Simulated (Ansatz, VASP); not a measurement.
**One calculation of Al, two programs**

Contents of INCAR:

```
PREC = Accurate ; ENCUT = 520
EDIFF = 1E-6 ; ISMEAR = 0
SIGMA = 0.1 ; LREAL = False
LASPH = True ; NELM = 100
ALGO = Fast ; ISIF = 2
LWAVE = False ; LCHARG = False
LDIPOL = True ; IDIPOL = 3
DIPOL = 0.5 0.5 0.500 ; GGA = PE
NBANDS = 18
```

Contents of KPOINTS:

```
Automatic mesh
0
Gamma
  12 12 1
```

POSCAR

```
Al
1.0
    2.8577415166      0.0000000000      0.0000000000
   -1.4288707583      2.4748767508      0.0000000000
    0.0000000000      0.0000000000     26.6666808873
Al
6
Direct
    0.6666666667      0.3333333333      0.2812498500
    0.3333333333      0.6666666667      0.3687499100
    0.0000000000      0.0000000000      0.4562499700
    0.6666666667      0.3333333333      0.5437500300
    0.3333333333      0.6666666667      0.6312500900
    0.0000000000      0.0000000000      0.7187501500
```

Input for Ansatz:

```yaml
crystal:
  lattice:
    - [2.8577415166, 0.0, 0.0]
    - [-1.4288707583, 2.4748767508, 0.0]
    - [0.0, 0.0, 26.6666808873]
  atoms:
    - { symbol: Al, position: [0.6666666667, 0.3333333333, 0.28124985] }
    - { symbol: Al, position: [0.3333333333, 0.6666666667, 0.36874991] }
    - { symbol: Al, position: [0.0, 0.0, 0.45624997] }
    - { symbol: Al, position: [0.6666666667, 0.3333333333, 0.54375003] }
    - { symbol: Al, position: [0.3333333333, 0.6666666667, 0.63125009] }
    - { symbol: Al, position: [0.0, 0.0, 0.71875015] }
basis:
  ecutwfc: 420
kpoints:
  mp_grid: { grid: [12, 12, 1] }
hamiltonian:
  xc: pbe
scf:
  occupations: { method: gaussian, width: 0.1 }
output:
  forces: true
  stress: true
  eigenvalues: true
  write_density: true
  write_potential: true
  elf: true
  volumetric_format: npy
efield:
  axis: 3
  dipole_correction: true
```

Alike in both runs: task single point; functional PBE; k mesh 12 × 12 × 1; occupations gaussian, width 0.1 eV; no spin polarisation.

|  | VASP | Ansatz |
| --- | --- | --- |
| version | VASP 6.6.1 | Ansatz 0.2.0 |
| potentials or method | VASP PAW PBE potentials, release 64 (Al) | scalar-relativistic, plane waves, PAW |
| plane-wave cutoff (eV) | 520 | 420 |
| valence electrons in the cell | 18 | 18 |

```csv
,VASP,Ansatz,Ansatz less VASP
gap on the k mesh at the Fermi level (eV),none,none,-
rms of the force components (eV/Å),0.048,0.048,+0.0002
"work function, face that differs most (eV)",4.02,4.09,+0.070
```

Atom by atom the forces differ by 0.001 eV/Å (rms over components). A gap of «none» marks a metal or a gap that the smearing closes.
